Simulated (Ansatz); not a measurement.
# Bi (Im-3m) in Ansatz: a series of runs

Aim: see how the results for Bi move with the level of theory and the settings. Levels: PBE, LDA, PBEsol, r2SCAN50, HF. Tasks: relaxation of cell and atoms, single point.

Program: Ansatz 0.2.0. These are calculated values, not measurements. Logs are shortened: lines on timing, memory, paths and dates and some standing lists are left out, and cuts for length are marked.

## Step 1: Starting point

Symmetry: Im-3m, No. 229, cubic system. Conventional cell: a = 3.963 Å, b = 3.963 Å, c = 3.963 Å, α = 90.00°, β = 90.00°, γ = 90.00°. Bi (site symmetry m-3m) has 8 Bi at 3.43 Å as nearest neighbours.

This isn't the form of Bi at room conditions, which is rhombohedral.

## Step 2: Relaxation of cell and atoms, PBE

File input.yaml:

```yaml
crystal:
  lattice:
    - [-1.9814305318, 1.9814305318, 1.9814305318]
    - [1.9814305318, -1.9814305318, 1.9814305318]
    - [1.9814305318, 1.9814305318, -1.9814305318]
  atoms:
    - { symbol: Bi, position: [0.0, 0.0, 0.0] }
hamiltonian:
  xc: pbe
  pseudopotentials: { kind: paw }
kpoints:
  mp_grid: { grid: [9, 9, 9] }
scf:
  occupations: { method: fermi_dirac, width: 0.05 }
output:
  forces: true
  stress: true
relax:
  f_tol: 0.01
  max_steps: 40
  cell: { stress_tol: 0.05 }
```

Potentials or basis: Ansatz PAW.

Started as:

```sh
ansatz run input.yaml --threads 2 --pin off --max-ram 5632MiB --backend cpu --events-out ev --progress --plain --runs-dir out
```

The program printed:

```text
Warning: RAYON_NUM_THREADS=2 ignored (pool sized by the plan → 2); use --threads N
Engine: ansatz 0.2.0, x86_64-unknown-linux-gnu
Pseudopotentials: kind: paw
Pseudopotential: Bi, paw, valence charge 15, recommended cutoff 420 eV (normal), Bi.paw.azcp
Functional definition: PBE
  parameter kappa = 0.804
  parameter beta = 0.06672455060314922
  exchange = pbe_x(kappa = kappa, mu = beta*pi^2/3)
  correlation = pbe_c(beta = beta)
Crystal: 1 atoms, lattice volume = 31.117 Å³
Basis set: ecut = 420 eV, 603 PW (Γ), exchange–correlation on 48×48×48 points (8 copies of the dense FFT grid, shifted against one another)
Bands: 12, of which v1, the nominal top of the filled ones, is band 8 counted from 1 (7 counted from 0)
Symmetry: 48 space group operations
Space group: Im-3m (ITA 229), of the structure as read, at distance tolerance 3.1e-5 Å
k-points: 35 of 729
Non-local potential: Bi, projectors of the file, l = 0: 2, l = 1: 2, l = 2: 2, l = 3: 2
PAW form: soft (Blöchl's): semilocal exchange-correlation on the pseudo side does not see the compensation charge
PAW one-centre angular grid: Bi, 590 points (default); XC on 64 Gauss nodes
Initial density: superposition of atomic densities (neutral atoms: chi_scale 0, normalization atom), corrected by the library's trained network
Initial wavefunctions: pseudopotential atomic-orbital guess
Functional: x = pbe(κ = 0.804, μ = 0.2195149727645171), c = pbe(β = 0.06672455060314922)
SCF iter   1: F=—  HF=-12396.433723 eV  |F-HF|=—  |Δ(HF+E_count)|=         —  Δρ=8.11e-4  dr2=1.75e-4  ethr=1.77e-3  ⟨swp⟩=5.8  Hψ=2467  notcnv=0
preconditioner: auto → Kerker (q_TF=auto, 2.416 Å⁻¹)  [metal: Δε(μ)=0.211 eV  Ē_g=24.147 eV  σ=0.050 eV  W_gap=0.49  n_scr=12 (ndim 8)  ℏωp=25.8 eV  f_vac=0.000  D(μ)=0.54/eV (n_scr^D=0)]
SCF iter   2: F=—  HF=-12396.433170 eV  |F-HF|=—  |Δ(HF+E_count)|=   5.52e-4  Δρ=4.29e-4  dr2=2.94e-5  ethr=1.17e-6  ⟨swp⟩=2.6  Hψ=1040  notcnv=0
SCF iter   3: F=—  HF=-12396.433227 eV  |F-HF|=—  |Δ(HF+E_count)|=   5.62e-5  Δρ=2.31e-4  dr2=1.12e-5  ethr=1.96e-7  ⟨swp⟩=1.2  Hψ=435  notcnv=0
SCF iter   4: F=—  HF=-12396.433234 eV  |F-HF|=—  |Δ(HF+E_count)|=   7.33e-6  Δρ=4.59e-5  dr2=5.08e-7  ethr=7.44e-8  ⟨swp⟩=2.0  Hψ=480  notcnv=0
iter 5 did not close the SCF: its close was put off for the readings that it lacked (scf_convergence_deferred on its scf_iter line)
SCF iter   5: F=-12396.433234 eV  HF=-12396.433234 eV  |F-HF|=4.83e-9  |Δ(HF+E_count)|=   9.61e-8  Δρ=6.59e-6  dr2=1.02e-8  ethr=3.39e-9  ⟨swp⟩=2.3  Hψ=631  notcnv=0
SCF iter   6: F=-12396.433234 eV  HF=-12396.433234 eV  |F-HF|=2.00e-10  |Δ(HF+E_count)|=   8.27e-9  Δρ=1.04e-6  dr2=1.62e-10  ethr=6.82e-11  ⟨swp⟩=2.8  Hψ=1577  notcnv=0
SCF 1 converged in 6 iterations: F = -12396.433234 eV  dr2 = 1.62e-10
relax step   1: F+E_penalty+E_count = -12396.43323397 eV  Δ(F+E_penalty+E_count) = +0.000e0 eV  max|allowed force component| = 0.000e0 eV/Å  Δτ_max = 0.0000 Å  P = +0.865 GPa  Ω = 31.117 Å³  (6 SCF iters, dr2 threshold 1.00e-7 eV, accepted)
Crystal: 1 atoms, lattice volume = 31.729 Å³
Basis set: ecut = 420 eV, 627 PW (Γ), exchange–correlation on 48×48×48 points (8 copies of the dense FFT grid, shifted against one another)
Initial density: handed on by an earlier stage of this run
Initial wavefunctions: those handed on with the density
iter 1 solved again at ethr=1.29e-7 eV; its pass at ethr=3.10e-3 eV (dr2=1.94e-5 eV) is discarded
SCF iter   1: F=—  HF=-12396.434350 eV  |F-HF|=—  |Δ(HF+E_count)|=         —  Δρ=2.12e-4  dr2=1.26e-5  ethr=1.29e-7  ⟨swp⟩=3.2  Hψ=3978  notcnv=0
preconditioner: auto → none  [insulator: Δε(μ)=0.258 eV  Ē_g=24.046 eV  σ=0.050 eV  W_gap=0.53  n_scr=12 (ndim 8)  ℏωp=25.5 eV  f_vac=0.000  D(μ)=0.56/eV (n_scr^D=0)  ε∞_Penn≈2.1]
SCF iter   2: F=—  HF=-12396.434347 eV  |F-HF|=—  |Δ(HF+E_count)|=   3.05e-6  Δρ=1.08e-4  dr2=3.19e-6  ethr=8.41e-8  ⟨swp⟩=1.0  Hψ=421  notcnv=0
SCF iter   3: F=-12396.434348 eV  HF=-12396.434348 eV  |F-HF|=1.49e-8  |Δ(HF+E_count)|=   2.92e-7  Δρ=1.07e-5  dr2=2.01e-8  ethr=6.67e-10  ⟨swp⟩=4.1  Hψ=1638  notcnv=0
SCF 2 converged in 3 iterations: F = -12396.434348 eV  dr2 = 2.01e-8
relax step   2: F+E_penalty+E_count = -12396.43434771 eV  Δ(F+E_penalty+E_count) = -1.114e-3 eV  max|allowed force component| = 0.000e0 eV/Å  Δτ_max = 0.0000 Å  P = -0.193 GPa  Ω = 31.729 Å³  energy of the carried Pulay correction = -1.308e-4 eV  (3 SCF iters, dr2 threshold 1.00e-7 eV, accepted)
Crystal: 1 atoms, lattice volume = 31.615 Å³
iter 1 solved again at ethr=8.69e-9 eV; its pass at ethr=3.10e-3 eV (dr2=1.30e-6 eV) is discarded
SCF iter   1: F=—  HF=-12396.434445 eV  |F-HF|=—  |Δ(HF+E_count)|=         —  Δρ=4.25e-5  dr2=4.36e-7  ethr=8.69e-9  ⟨swp⟩=3.5  Hψ=3774  notcnv=0
preconditioner: auto → none  [insulator: Δε(μ)=0.249 eV  Ē_g=24.063 eV  σ=0.050 eV  W_gap=0.52  n_scr=12 (ndim 8)  ℏωp=25.6 eV  f_vac=0.000  D(μ)=0.56/eV (n_scr^D=0)  ε∞_Penn≈2.1]
SCF iter   2: F=—  HF=-12396.434443 eV  |F-HF|=—  |Δ(HF+E_count)|=   2.80e-6  Δρ=1.93e-5  dr2=9.90e-8  ethr=2.91e-9  ⟨swp⟩=1.0  Hψ=420  notcnv=0
SCF iter   3: F=-12396.434443 eV  HF=-12396.434443 eV  |F-HF|=6.64e-10  |Δ(HF+E_count)|=  4.84e-10  Δρ=1.80e-6  dr2=9.13e-10  ethr=6.23e-10  ⟨swp⟩=4.7  Hψ=1224  notcnv=0
SCF 3 converged in 3 iterations: F = -12396.434443 eV  dr2 = 9.13e-10
relax step   3: F+E_penalty+E_count = -12396.43444266 eV  Δ(F+E_penalty+E_count) = -9.495e-5 eV  max|allowed force component| = 0.000e0 eV/Å  Δτ_max = 0.0000 Å  P = -0.006 GPa  Ω = 31.615 Å³  energy of the carried Pulay correction = -1.067e-4 eV  (3 SCF iters, dr2 threshold 9.34e-8 eV, accepted)
Initial wavefunctions: pseudopotential atomic-orbital guess (no wavefunctions were taken with the density)
iter 1 solved again at ethr=1.05e-7 eV; its pass at ethr=3.10e-3 eV (dr2=1.57e-5 eV) is discarded
SCF iter   1: F=—  HF=-12396.434538 eV  |F-HF|=—  |Δ(HF+E_count)|=         —  Δρ=6.93e-5  dr2=5.74e-8  ethr=1.05e-7  ⟨swp⟩=3.3  Hψ=3751  notcnv=0
SCF iter   2: F=—  HF=-12396.434540 eV  |F-HF|=—  |Δ(HF+E_count)|=   2.45e-6  Δρ=3.44e-5  dr2=1.20e-8  ethr=3.83e-10  ⟨swp⟩=2.8  Hψ=720  notcnv=0
SCF iter   3: F=—  HF=-12396.434543 eV  |F-HF|=—  |Δ(HF+E_count)|=   2.58e-6  Δρ=3.84e-6  dr2=1.98e-10  ethr=8.03e-11  ⟨swp⟩=1.7  Hψ=487  notcnv=0
SCF iter   4: F=-12396.434543 eV  HF=-12396.434543 eV  |F-HF|=9.09e-11  |Δ(HF+E_count)|=   3.24e-8  Δρ=2.53e-7  dr2=3.49e-12  ethr=1.00e-12  ⟨swp⟩=4.6  Hψ=2087  notcnv=0
SCF 4 converged in 4 iterations: F = -12396.434543 eV  dr2 = 3.49e-12
relax step   4: F+E_penalty+E_count = -12396.43454287 eV  Δ(F+E_penalty+E_count) = -1.002e-4 eV  max|allowed force component| = 0.000e0 eV/Å  Δτ_max = 0.0000 Å  P = -0.008 GPa  Ω = 31.615 Å³  stress off target by 8.03e-3 GPa  SCF on the basis re-selected at this cell (its energy is not comparable with the rows above)  (4 SCF iters)
basis re-selected at this cell: Δ(F+E_penalty+E_count) = -1.002e-4 eV, ΔP = -0.002 GPa vs the last step (what re-selecting the basis moved, of the pressure what is left beyond the Pulay correction that the steps carried, after the strain that the cell walked since its last selection, with what the two solves' SCF thresholds leave and, on support functions, any second-order correction that the steps lacked; it is no measure of the basis error at this ecutwfc). This SCF's stress stands 8.03e-3 GPa from its target on what of the cell is left free (relax.cell.stress_tol is 5.00e-2 GPa) and its largest allowed force component is 0.00e0 eV/Å (relax.f_tol is 1.00e-2 eV/Å): within both
SCF converged after 4 iterations
Free energy (F): -12396.434543 eV
Harris-Foulkes:  -12396.434543 eV  (|F-HF|=9.09e-11)
Internal energy: -12396.430306 eV  (E = F + TS)
E sigma→0 (E₀):  -12396.432425 eV
Entropy (-TS):   -0.004237 eV (-4.237 meV/atom)
Fermi energy:    11.496408 eV
--- Per-component energies (eV) ---
  E_band       = -85.669398
  E_kinetic    = 301.808916
  E_local      = -1410.830648  (includes V_loc(G=0)·N_el)
  E_nonlocal   = 559.887736
  E_hartree    = 446.834427
  E_xc         = -151.300590
  E_vxc        = -144.245317  (∫ρ·V_xc dr)
  E_paw        = -10663.023413  (= ΣΔE_a)
  E_vpaw       = -285.958498  (= ΣTr[D̂ρ^β])
  E_aug_tail   = -0.000438  (compensation charges beyond the density's cutoff)
  E_ewald      = -1479.806297
  E_smearing   = -0.004237  (= −TS)
  E_closure    = 0.000000  (closes the sum)
  Σ components = -12396.434543   (vs F -12396.434543, Δ=0.00e0)
--- Forces (eV/Å), atoms counted from 1 ---
  atom   1  Bi    -0.00000000     0.00000000    -0.00000000
  max |Σ_I F_I| component: 2.38e-31 eV/Å
--- Stress (GPa, compression-positive) ---
       -0.008032      -0.000000       0.000000
       -0.000000      -0.008032       0.000000
       -0.000000       0.000000      -0.008032
  P = ⅓ Tr σ = -0.0080 GPa (-0.080 kbar)
--- Relaxed structure (3 steps of the walk, 3 accepted, 1 SCFs on fresh bases) ---
  F+E_penalty+E_count = -12396.43454287 eV   max|allowed force component| = 0.000e0 eV/Å   (the final SCF, on the basis selected at the relaxed cell)
  cell:  # Å, volume = 31.6154 Å³
    - [-1.9919543031928935, 1.9919543031928935, 1.9919543031928935]
    - [1.9919543031928935, -1.9919543031928935, 1.9919543031928935]
    - [1.9919543031928935, 1.9919543031928935, -1.9919543031928935]
  atoms:
    - { symbol: Bi, position: [0.0, 0.0, 0.0] }
```

It took 1.5 s on 2 threads of Intel Xeon at 2.70GHz, shared host; peak memory 0.32 GiB.

What came out:

| Property | Result |
| --- | --- |
| Free energy | -12396.4345 eV |
| Relaxed volume | 31.62 Å³/atom |
| Relaxed cell | a = 3.450 Å, b = 3.450 Å, c = 3.450 Å, α = 109.47°, β = 109.47°, γ = 109.47° |
| Space group after relaxing (to 0.05 Å) | Im-3m (No. 229) |
| Energy gained by relaxing | 1.3 meV/atom |
| Ionic steps | 4 |
| Pressure after relaxing | 0.0 GPa |

The path:
```csv
step,energy change (eV),largest force (eV/Å),volume (Å³)
1,0.0000,0.0000,31.12
2,-0.0011,0.0000,31.73
3,-0.0012,0.0000,31.62
4,-0.0013,0.0000,31.62
```

Final structure:
```yaml
crystal:
  lattice:
    - [-1.99195, 1.99195, 1.99195]
    - [1.99195, -1.99195, 1.99195]
    - [1.99195, 1.99195, -1.99195]
  atoms:
    - { symbol: Bi, position: [0.00000, 0.00000, 0.00000] }
```

Caveat: the plane-wave basis is chosen anew once the cell has moved, so the energies of steps on either side of that aren't comparable; spin-orbit coupling is left out, which moves the levels of the heavy elements.

(Continued in part 2 of 2.)
